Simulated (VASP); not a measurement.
## From an Ansatz input to VASP: BeTe (strained zincblende)

Ansatz input

```yaml
crystal:
  lattice:
    - [0.0, 2.9134823342, 2.7623335089]
    - [2.9134823342, 0.0, 2.7623335089]
    - [2.9134823342, 2.9134823342, 0.0]
  atoms:
    - { symbol: Be, position: [0.0, 0.0, 0.0] }
    - { symbol: Te, position: [0.25, 0.25, 0.25] }
kpoints:
  mp_grid: { grid: [8, 8, 8] }
  band_path:
    path:
      - [0.0, 0.0, 0.0]
      - [-0.5, -0.5, 0.0]
      - [-0.375, -0.375, 0.25]
      - [-0.375, 0.0, 0.375]
      - [0.0, 0.0, 0.5]
      - [-0.5, -0.25, 0.25]
    npoints: 1
hamiltonian:
  xc: pbe
scf:
  occupations: { method: fermi_dirac, width: 0.02 }
  n_extra_bands: 4
output:
  forces: true
  stress: true
  eigenvalues: true
  write_density: true
  write_potential: true
  elf: true
  volumetric_format: npy
```

**Question.** Translate this input to VASP.

**Answer.** 

INCAR

```
IBRION = -1
LCHARG = .FALSE.
NBANDS = 11
ISIF = 2
NELM = 120
LWAVE = .FALSE.
LREAL = .FALSE.
SIGMA = 0.02
LASPH = .TRUE.
ISMEAR = -1
EDIFF = 1E-7
GGA = PE
ENCUT = 520
NSW = 0
PREC = Accurate
```

KPOINTS

```
KPOINTS created by Atomic Simulation Environment
0
Gamma
8 8 8
0 0 0
```

KPOINTS_OPT

```
special points
6
Reciprocal
0.0000000000 0.0000000000 0.0000000000 1
-0.5000000000 -0.5000000000 0.0000000000 1
-0.3750000000 -0.3750000000 0.2500000000 1
-0.3750000000 0.0000000000 0.3750000000 1
0.0000000000 0.0000000000 0.5000000000 1
-0.5000000000 -0.2500000000 0.2500000000 1
```

POSCAR

```
Be Te
 1.0000000000000000
     0.0000000000000000    2.9134823341999998    2.7623335088999998
     2.9134823341999998    0.0000000000000000    2.7623335088999998
     2.9134823341999998    2.9134823341999998    0.0000000000000000
 Be  Te
   1   1
Cartesian
  0.0000000000000000  0.0000000000000000  0.0000000000000000
  1.4567411670999999  1.4567411670999999  1.3811667544500001
```

VASP ran with the recommended PBE PAW datasets (8 valence electrons in the cell). Other inputs would serve too.

```csv
,Ansatz,VASP
gap between bands v and c,1.73 eV,1.71 eV
least direct gap,3.29 eV,3.29 eV
pressure,-1.7 GPa,-1.6 GPa
```

The two codes use different PAW datasets and cutoffs. VASP's cell holds 8 valence electrons and Ansatz's 18. Ansatz's stress includes a Pulay correction; VASP's doesn't.
